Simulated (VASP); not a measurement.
# C61N2 (a cell with a defect) in VASP: further runs, part 2 of 2

VASP 6.6.1.

## 3. Hyperfine couplings, HSE06, collinear spin, ferromagnetic start

POSCAR

```
C61N2                                   
1.0
    7.1431000000      0.0000000000      0.0000000000
    0.0000000000      7.1431000000      0.0000000000
    0.0000000000      0.0000000000      7.1431000000
  N               C             
     2    61
Direct
     0.1372212195200757    0.1374531391147512    0.1374531383709218
     0.1372212195164866    0.8625468577266948    0.8625468595449456
     0.0054688673700857    0.2494071222457686    0.2494071209763190
     0.1245490601790816    0.3765272829187394    0.3765272853368739
     0.2491849337483008    0.0060438300522354    0.2491261264301273
     0.3760962471184719    0.1250502852603186    0.3765638951401767
     0.2491849342839630    0.2491261272685770    0.0060438347343649
     0.3760962486648809    0.3765638936268221    0.1250502842297314
     0.9997461790285718    0.0000000010311086    0.5000000002785697
     0.1233517970550295    0.1225128785476269    0.6276654465386838
     0.9976028765815182    0.2459083649064588    0.7540916423446887
     0.1233517977690764    0.3723345628836717    0.8774871270694072
     0.2491849333517508    0.9939561682584032    0.7508738774431296
     0.3720496209323954    0.1221776808278235    0.8778223252004580
     0.2497260143770599    0.2492372825589119    0.5019238599975344
     0.3745281698534051    0.3741954972101913    0.6258045078796133
     0.9997461767515137    0.5000000017684403    0.9999999999182621
     0.1233517974596777    0.6276654380962849    0.1225128787698410
     0.9976028787574123    0.7540916349792681    0.2459083652229670
     0.1233517974278543    0.8774871225126178    0.3723345604490064
     0.2497260152103269    0.5019238535615612    0.2492372823298832
     0.3745281700668208    0.6258045024931047    0.3741954952106079
     0.2491849340530523    0.7508738711948078    0.9939561683869954
     0.3720496213659617    0.8778223169928231    0.1221776804180092
     0.9997174078945533    0.4999999994243033    0.4999999990680107
     0.1245490606857610    0.6234727149763892    0.6234727150411743
     0.0054688671191625    0.7505928764896928    0.7505928717327467
     0.2497260148701787    0.4980761458205499    0.7507627199770575
     0.3760962490193263    0.6234361068193772    0.8749497153176774
     0.2497260152118727    0.7507627168634858    0.4980761417845238
     0.3760962474388498    0.8749497162153608    0.6234361045601292
     0.5001735260811291    0.9999999989955443    0.0000000009361055
     0.6254182451739742    0.1248875154022624    0.1248875163777160
     0.5008659049295561    0.2502153867676594    0.2502153866553448
     0.6257253728111917    0.3748484053144770    0.3748484040291256
     0.7505518802965802    0.9980511693880471    0.2483569788241329
     0.8768158088544350    0.1236814482014001    0.3729491111496205
     0.7505518774965344    0.2483569801148740    0.9980511693980954
     0.8768158063990136    0.3729491140604857    0.1236814472308723
     0.4995413434015634    0.0000000011140717    0.5000000005999099
     0.6235531648281911    0.1238297165490317    0.6237826271414210
     0.4985688970633454    0.2491928804316550    0.7508071256946270
     0.6235531647560110    0.3762173773768589    0.8761702858220384
     0.7505518801532044    0.0019488312448559    0.7516430189530706
     0.8627523314917168    0.1328981752085537    0.8671018259517340
     0.7508808018490852    0.2497192412933396    0.4992432975273062
     0.8756030062149045    0.3753417549333883    0.6246582417620455
     0.4995413440876436    0.5000000014156485    0.0000000011974576
     0.6235531656594966    0.6237826249387463    0.1238297169725227
     0.4985688974353107    0.7508071202958224    0.2491928794399825
     0.6235531650056005    0.8761702856597029    0.3762173752037336
     0.7508808017920924    0.4992433000853279    0.2497192413963210
     0.8756030062181435    0.6246582443705163    0.3753417547151130
     0.7505518785272592    0.7516430195807443    0.0019488275451251
     0.8627523317763927    0.8671018239578067    0.1328981750056820
     0.5001842845403085    0.4999999995758227    0.4999999995083143
     0.6257253727527644    0.6251515952619960    0.6251515912630261
     0.5008659052894787    0.7497846134663291    0.7497846106251793
     0.6254182451487318    0.8751124844383096    0.8751124820556005
     0.7508808009497636    0.5007566998205085    0.7502807530967832
     0.8768158067944571    0.6270508869115681    0.8763185457374749
     0.7508808017819020    0.7502807589384446    0.5007566967762441
     0.8768158077577433    0.8763185522400312    0.6270508817058380
```

INCAR.step1

```
SYSTEM = C61N2
  PREC = Accurate
  ENCUT = 420
  EDIFF = 1E-5
  ISMEAR = 0
  SIGMA = 0.01
  LREAL = .False.
  LASPH = .True.
  NELM = 80
  ALGO = Normal
  ISIF = 2
  LWAVE = .True.
  LCHARG = .False.
  ISPIN = 2
  MAGMOM = 0 0 0 0 0 0 0 0 0 0 0 0 0 0 0 0 0 0 0 0 0 0 0 0 0 0 0 0 0 0 0 0 0 0 0 0 0 0 0 0 0 0 0 0 0.5 0 0 0 0 0 0 0 0 0 0.5 0 0 0 0 0 0 0 0
  LORBIT = 11
  NUPDOWN = 1
  NELECT = 255
  ISYM = 0
  NCORE = 4
  NGYROMAG = 3.0777 10.7084
  LEFG = .True.
  QUAD_EFG = 20.44 0
  GGA = PE
```

INCAR.step2

```
SYSTEM = C61N2
  PREC = Accurate
  ENCUT = 420
  EDIFF = 1E-6
  ISMEAR = 0
  SIGMA = 0.01
  LREAL = .False.
  LASPH = .True.
  NELM = 80
  ALGO = Normal
  ISIF = 2
  LWAVE = .False.
  LCHARG = .False.
  ISPIN = 2
  MAGMOM = 0 0 0 0 0 0 0 0 0 0 0 0 0 0 0 0 0 0 0 0 0 0 0 0 0 0 0 0 0 0 0 0 0 0 0 0 0 0 0 0 0 0 0 0 0.5 0 0 0 0 0 0 0 0 0 0.5 0 0 0 0 0 0 0 0
  LORBIT = 11
  NUPDOWN = 1
  GGA = PE
  LHFCALC = .True.
  HFSCREEN = 0.2
  PRECFOCK = Fast
  LHYPERFINE = .True.
  NELECT = 255
  ISYM = 0
  NCORE = 4
  NGYROMAG = 3.0777 10.7084
  LEFG = .True.
  QUAD_EFG = 20.44 0
  ISTART = 1
```

KPOINTS

```
Automatic mesh
0
Gamma
  1 1 1
  0 0 0
```

Potentials or basis: VASP PAW PBE potentials, release 64 (N, C).

On the command line:

```bash
> cat potpaw_PBE.64/N/POTCAR potpaw_PBE.64/C/POTCAR > POTCAR
> cp INCAR.step1 INCAR
> mpirun -np 8 vasp_std > vasp.out
> cp INCAR.step2 INCAR
> mpirun -np 8 vasp_std > vasp.out
```

OUTCAR:

```text
SYSTEM = C61N2
   PREC = Accurate
   ENCUT = 420
   EDIFF = 1E-6
   ISMEAR = 0
   LREAL = .False.
   LASPH = .True.
   NELM = 80
   ISIF = 2
   ISPIN = 2
   LORBIT = 11
   NUPDOWN = 1
   GGA = PE
   LHFCALC = .True.
   HFSCREEN = 0.2
   PRECFOCK = Fast
   NELECT = 255
   ISYM = 0
   ISTART = 1

 ion  position               nearest neighbor table
   1  0.137  0.137  0.137-   7 1.47   5 1.47   3 1.47
   2  0.137  0.863  0.863-  13 1.47  23 1.47  27 1.47
   3  0.005  0.249  0.249-   1 1.47   4 1.54  37 1.56  39 1.56
   4  0.125  0.377  0.377-  25 1.53   3 1.54  21 1.56  15 1.56
   5  0.249  0.006  0.249-   1 1.47   6 1.54  20 1.56  24 1.56
   6  0.376  0.125  0.377-  40 1.53   5 1.54  15 1.55  34 1.55
   7  0.249  0.249  0.006-   1 1.47   8 1.54  12 1.56  14 1.56
   8  0.376  0.377  0.125-  48 1.53   7 1.54  21 1.55  34 1.55
[... 41 lines left out ...]
  50  0.499  0.751  0.249-  22 1.54  49 1.56  51 1.56  24 1.57
  51  0.624  0.876  0.376-  40 1.53  36 1.55  50 1.56  62 1.56
  52  0.751  0.499  0.250-  35 1.55  53 1.55  49 1.56  39 1.56
  53  0.876  0.625  0.375-  25 1.54  62 1.55  52 1.55  19 1.57
  54  0.751  0.752  0.002-  55 1.48  59 1.55  61 1.55  49 1.55
  55  0.863  0.867  0.133-  36 1.48  54 1.48  19 1.49
  56  0.500  0.500  0.500-  57 1.55  35 1.55  22 1.56  16 1.56
  57  0.626  0.625  0.625-  58 1.54  60 1.55  62 1.55  56 1.55
  58  0.501  0.750  0.750-  57 1.54  59 1.55  31 1.55  29 1.55
  59  0.625  0.875  0.875-  32 1.55  58 1.55  54 1.55  44 1.55
  60  0.751  0.501  0.750-  57 1.55  47 1.55  43 1.56  61 1.56
  61  0.877  0.627  0.876-  17 1.54  54 1.55  27 1.56  60 1.56
  62  0.751  0.750  0.501-  57 1.55  53 1.55  51 1.56  63 1.56
  63  0.877  0.876  0.627-   9 1.54  44 1.55  27 1.56  62 1.56

IMPORTANT INFORMATION: All symmetrisations will be switched off!
NOSYMM: (Re-)initialisation of all symmetry stuff for point group C_1.

----------------------------------------------------------------------------------------

                                     Primitive cell
[... 785 lines left out ...]
   2      -7.383       0.012      20.440
   3       0.000       0.096       0.000
   4       0.000       0.800       0.000
   5       0.000       0.110       0.000
   6       0.000       0.953       0.000
[... 55 lines left out ...]
  62       0.000       0.615       0.000
  63       0.000       0.778       0.000
----------------------------------------------------------------------

 Fermi contact (isotropic) hyperfine coupling parameter (MHz)
 -------------------------------------------------------------
  ion      A_pw      A_1PS     A_1AE     A_1c      A_tot
 -------------------------------------------------------------
   1       0.028     0.025    -4.887    -0.347    -4.884
   2       0.028     0.025    -4.887    -0.347    -4.885
   3      -0.079    -0.080    -0.933     0.115    -0.933
   4      -0.048    -0.049    -0.681     0.065    -0.680
   5      -0.015    -0.015    -1.126    -0.031    -1.125
   6       0.365     0.367     1.050    -0.709     1.049
[... 55 lines left out ...]
  62      -0.186    -0.190    -4.493     0.143    -4.490
  63       0.487     0.492     6.194    -0.677     6.189
 -------------------------------------------------------------

 Dipolar hyperfine coupling parameters (MHz)
 ---------------------------------------------------------------------
  ion      A_xx      A_yy      A_zz      A_xy      A_xz      A_yz
 ---------------------------------------------------------------------
   1      -0.283     0.142     0.142     0.188     0.188    -0.324
   2      -0.283     0.142     0.142    -0.188    -0.188    -0.324
   3      -0.548     0.274     0.274     0.232     0.232     0.602
   4      -0.176     0.088     0.088     0.032     0.032     0.035
   5       0.709    -0.650    -0.058     0.054     0.626     0.005
   6       0.072     0.045    -0.117    -0.501     0.442    -0.549
[... 55 lines left out ...]
  62      -0.460    -0.170     0.629     0.135    -0.196    -0.025
  63      -1.590     0.318     1.272    -0.564    -0.347     1.573
 ---------------------------------------------------------------------

 Total hyperfine coupling parameters after diagonalization (MHz)
 (convention: |A_zz| > |A_xx| > |A_yy|)
 ----------------------------------------------------------------------
  ion      A_xx      A_yy      A_zz     asymmetry (A_yy - A_xx)/ A_zz
 ----------------------------------------------------------------------
   1      -4.847    -4.419    -5.388      -0.079
   2      -4.847    -4.419    -5.388      -0.079
   3      -1.261     0.015    -1.552      -0.822
   4      -0.627    -0.551    -0.864      -0.088
   5      -1.532    -0.065    -1.779      -0.825
   6       0.640     0.458     2.049      -0.089
[... 55 lines left out ...]
  62      -4.617    -3.824    -5.029      -0.158
  63       5.405     4.441     8.720      -0.111
 ---------------------------------------------------------------------

 total charge

# of ion       s       p       d       tot
------------------------------------------
    1        1.215   2.691   0.000   3.906
    2        1.215   2.691   0.000   3.906
    3        0.825   1.715   0.000   2.540
    4        0.834   1.758   0.000   2.592
    5        0.826   1.717   0.000   2.543
    6        0.836   1.764   0.000   2.599
[... 55 lines left out ...]
   62        0.830   1.743   0.000   2.573
   63        0.829   1.744   0.000   2.574
--------------------------------------------------
tot         53.138 112.102   0.000 165.240

 magnetization (x)

# of ion       s       p       d       tot
------------------------------------------
    1       -0.001   0.003   0.000   0.001
    2       -0.001   0.003   0.000   0.001
    3       -0.000  -0.001   0.000  -0.001
    4       -0.000  -0.000   0.000  -0.000
    5       -0.000  -0.000   0.000  -0.000
    6        0.000   0.003   0.000   0.003
[... 55 lines left out ...]
   62       -0.001  -0.001   0.000  -0.002
   63        0.001   0.004   0.000   0.004
--------------------------------------------------
tot          0.070   0.581   0.000   0.651
```

Wall time 2.3 min (8 MPI ranks of Intel Xeon 6975P-C (Granite Rapids), shared host); peak memory 0.25 GiB.

What came out:

```
Free energy                                           : -643.7137 eV
Largest force                                         : 0.202 eV/Å
Net moment                                            : 1.00 μB per cell
Site moments                                          : N +0.00; C -0.00, +0.00, -0.01, +0.01, +0.02, +0.27 μB
Valence electrons inside the program's atomic spheres : N 3.91; C 2.54, 2.59, 2.60, 2.58, 2.57, 2.61, 2.62
```

Forces on the atoms (eV/Å):
```
N    0.133  0.108  0.108
N    0.133 -0.108 -0.108
C    0.043 -0.010 -0.010
C    0.005 -0.023 -0.023
C   -0.014  0.051 -0.001
C   -0.020 -0.006 -0.028
C   -0.014 -0.001  0.051
C   -0.020 -0.028 -0.006
C    0.007  0.000  0.000
C    0.002 -0.012  0.008
C    0.024  0.106 -0.106
C    0.002 -0.008  0.012
C   -0.014 -0.051  0.001
C    0.018  0.004 -0.004
C    0.007  0.015 -0.015
C    0.009  0.002 -0.002
C    0.007  0.000  0.000
C    0.002  0.008 -0.012
C    0.024 -0.106  0.106
C    0.002  0.012 -0.008
C    0.007 -0.015  0.015
C    0.009 -0.002  0.002
C   -0.014  0.001 -0.051
C    0.018 -0.004  0.004
C   -0.020  0.000  0.000
C    0.005  0.023  0.023
C    0.043  0.010  0.010
C    0.007  0.015 -0.015
C   -0.020  0.028  0.006
C    0.007 -0.015  0.015
C   -0.020  0.006  0.028
C   -0.022  0.000  0.000
C    0.039 -0.011 -0.011
C   -0.020  0.013  0.013
C    0.007 -0.001 -0.001
C   -0.107  0.012  0.094
C   -0.002  0.005 -0.010
C   -0.107  0.094  0.012
C   -0.002 -0.010  0.005
C    0.002  0.000  0.000
C    0.027 -0.031  0.017
C    0.001  0.009 -0.009
C    0.027 -0.017  0.031
C   -0.107 -0.012 -0.094
C   -0.014 -0.065  0.065
C   -0.022  0.009  0.000
C    0.027 -0.025  0.025
C    0.002  0.000  0.000
C    0.027  0.017 -0.031
C    0.001 -0.009  0.009
C    0.027  0.031 -0.017
C   -0.022  0.000  0.009
C    0.027  0.025 -0.025
C   -0.107 -0.094 -0.012
C   -0.014  0.065 -0.065
C   -0.009  0.000  0.000
C    0.007  0.001  0.001
C   -0.020 -0.013 -0.013
C    0.039  0.011  0.011
C   -0.022  0.000 -0.009
C   -0.002  0.010 -0.005
C   -0.022 -0.009  0.000
C   -0.002 -0.005  0.010
```

Electric field gradients, principal values (V/Å²):
```
atom     Vxx     Vyy       Vzz
 1 N  73.820  75.566  -149.386
 2 N  73.820  75.566  -149.386
 3 C  -7.920  -9.607    17.527
 4 C  -0.485  -4.355     4.840
 5 C  -7.413  -9.241    16.654
 6 C  -0.072  -3.009     3.081
 7 C  -7.413  -9.241    16.654
 8 C  -0.072  -3.009     3.081
 9 C  -0.363  -0.713     1.077
10 C  -0.045  -4.240     4.285
11 C   4.591   8.645   -13.235
12 C  -0.045  -4.240     4.285
13 C  -7.413  -9.241    16.654
14 C   1.958   2.264    -4.222
15 C   0.024   1.327    -1.351
16 C  -0.768  -1.144     1.912
17 C  -0.363  -0.713     1.077
18 C  -0.045  -4.240     4.285
19 C   4.591   8.645   -13.235
20 C  -0.045  -4.240     4.285
21 C   0.024   1.327    -1.351
22 C  -0.768  -1.144     1.912
23 C  -7.413  -9.241    16.654
24 C   1.958   2.264    -4.222
25 C   0.679   0.959    -1.637
26 C  -0.485  -4.355     4.840
27 C  -7.920  -9.607    17.527
28 C   0.024   1.327    -1.351
29 C  -0.072  -3.009     3.081
30 C   0.024   1.327    -1.351
31 C  -0.072  -3.009     3.081
32 C   0.604   0.905    -1.509
33 C  -1.138  -2.546     3.684
34 C   0.396   1.868    -2.264
35 C  -0.687  -0.906     1.593
36 C   5.183   8.685   -13.867
37 C   0.439   3.518    -3.957
38 C   5.183   8.685   -13.867
39 C   0.439   3.518    -3.957
40 C  -0.643  -1.712     2.356
41 C   0.835   4.619    -5.453
42 C  -2.026  -2.077     4.103
43 C   0.835   4.619    -5.453
44 C   5.183   8.685   -13.867
45 C  13.421  16.695   -30.117
46 C  -0.253  -1.060     1.313
47 C   1.812   2.753    -4.565
48 C  -0.643  -1.712     2.356
49 C   0.835   4.619    -5.453
50 C  -2.026  -2.077     4.103
51 C   0.835   4.619    -5.453
52 C  -0.253  -1.060     1.313
53 C   1.812   2.753    -4.565
54 C   5.183   8.685   -13.867
55 C  13.421  16.695   -30.117
56 C  -0.047  -1.154     1.200
57 C  -0.687  -0.906     1.593
58 C   0.396   1.868    -2.264
59 C  -1.138  -2.545     3.684
60 C  -0.253  -1.060     1.313
61 C   0.439   3.518    -3.957
62 C  -0.253  -1.060     1.313
63 C   0.439   3.518    -3.957
```

Hyperfine coupling, principal values (MHz):
```
atom               values
 1 N     -4.8, -4.4, -5.4
 2 N     -4.8, -4.4, -5.4
 3 C      -1.3, 0.0, -1.6
 4 C     -0.6, -0.6, -0.9
 5 C     -1.5, -0.1, -1.8
 6 C        0.6, 0.5, 2.0
 7 C     -1.5, -0.1, -1.8
 8 C        0.6, 0.5, 2.0
 9 C     -3.4, -1.7, -3.5
10 C       -0.7, 0.2, 2.0
11 C  -16.6, -10.4, -16.6
12 C       -0.7, 0.3, 2.0
13 C     -1.5, -0.1, -1.8
14 C        3.5, 2.3, 3.6
15 C       0.2, -0.2, 0.3
16 C        2.7, 2.3, 2.8
17 C     -3.4, -1.7, -3.5
18 C       -0.7, 0.3, 2.0
19 C  -16.6, -10.4, -16.6
20 C       -0.7, 0.2, 2.0
21 C       0.2, -0.2, 0.3
22 C        2.7, 2.3, 2.8
23 C     -1.5, -0.1, -1.8
24 C        3.5, 2.3, 3.6
25 C      -1.5, -0.8, 5.7
26 C     -0.6, -0.6, -0.9
27 C      -1.3, 0.0, -1.6
28 C       0.2, -0.2, 0.3
29 C        0.6, 0.5, 2.0
30 C       0.2, -0.2, 0.3
31 C        0.6, 0.5, 2.0
32 C     -3.7, -2.2, -3.9
33 C        2.9, 0.3, 6.1
34 C     -3.0, -2.7, -3.2
35 C     -2.9, -2.4, -3.1
36 C  -19.5, -16.8, -19.8
37 C        5.4, 4.4, 8.7
38 C  -19.5, -16.8, -19.8
39 C        5.4, 4.4, 8.7
40 C     -3.8, -0.3, -4.2
41 C     25.4, 25.0, 33.2
42 C     -1.3, -0.3, -1.4
43 C     25.4, 25.0, 33.2
44 C  -19.5, -16.8, -19.8
45 C  192.1, 191.4, 320.6
46 C     -4.6, -3.8, -5.0
47 C     21.8, 21.0, 33.6
48 C     -3.8, -0.3, -4.2
49 C     25.4, 25.0, 33.2
50 C     -1.3, -0.3, -1.4
51 C     25.4, 25.0, 33.2
52 C     -4.6, -3.8, -5.0
53 C     21.8, 21.0, 33.6
54 C  -19.5, -16.8, -19.8
55 C  192.1, 191.4, 320.6
56 C      -0.3, -0.2, 0.3
57 C     -2.9, -2.4, -3.1
58 C     -3.0, -2.7, -3.2
59 C        2.9, 0.3, 6.1
60 C     -4.6, -3.8, -5.0
61 C        5.4, 4.4, 8.7
62 C     -4.6, -3.8, -5.0
63 C        5.4, 4.4, 8.7
```

Caveat: the cell carries a net charge on a neutralising background, which shifts energy and pressure; the PAW data sets were made with another functional, which shifts forces and pressure a little; the total moment is fixed, so each spin has its own Fermi level.
